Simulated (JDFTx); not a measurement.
The system is LiF (Griceite).

```
F Li
1.0
     0.00000    2.01400    2.01400
     2.01400    0.00000    2.01400
     2.01400    2.01400    0.00000
F Li
1 1
Direct
  0.50000 0.50000 0.50000
  0.00000 0.00000 0.00000
```

Program: JDFTx 1.7.0 (patched build). Alike in all runs: task single point; no spin polarisation; cell as given; smearing fermi-dirac 0.05 eV.

Order these runs on this cell by their band gap on the k mesh, lowest first.
A. level HSE06; potentials or basis PseudoDojo-SR-PBE-0.5-standard; k mesh 4 × 4 × 4; cutoff (eV) 980; SCF threshold on the energy 1e-07 Ha; mesh quality coarse
B. level LDA; potentials or basis PseudoDojo-SR-LDA-0.4.1-standard; k mesh 11 × 11 × 11; cutoff (eV) 1143; SCF threshold on the energy 1e-09 Ha; mesh quality not flagged
C. level PBE; potentials or basis PseudoDojo-SR-PBE-0.5-standard; k mesh 11 × 11 × 11; cutoff (eV) 1143; SCF threshold on the energy 1e-09 Ha; mesh quality not flagged
D. level HLE16; potentials or basis PseudoDojo-SR-PBE-0.5-standard; k mesh 11 × 11 × 11; cutoff (eV) 1143; SCF threshold on the energy 1e-09 Ha; mesh quality not flagged
E. level SCAN; potentials or basis SG15-PBE-1.2; k mesh 11 × 11 × 11; cutoff (eV) 1088; SCF threshold on the energy 1e-09 Ha; mesh quality not flagged

B (8.86 eV), C (9.11 eV), E (10.01 eV), A (11.43 eV), D (12.04 eV).

Caveats: some runs use coarse meshes; an odd mesh through Γ misses points on the zone boundary, where band edges often lie (some runs); the empty levels aren't tightly converged (some runs); this program's HSE differs a little from the usual definition (some runs); the hybrid runs on potentials with a model core (some runs); the potentials were made for a functional far from this one (some runs).

A k mesh can miss the band edges, odd and even meshes differently.
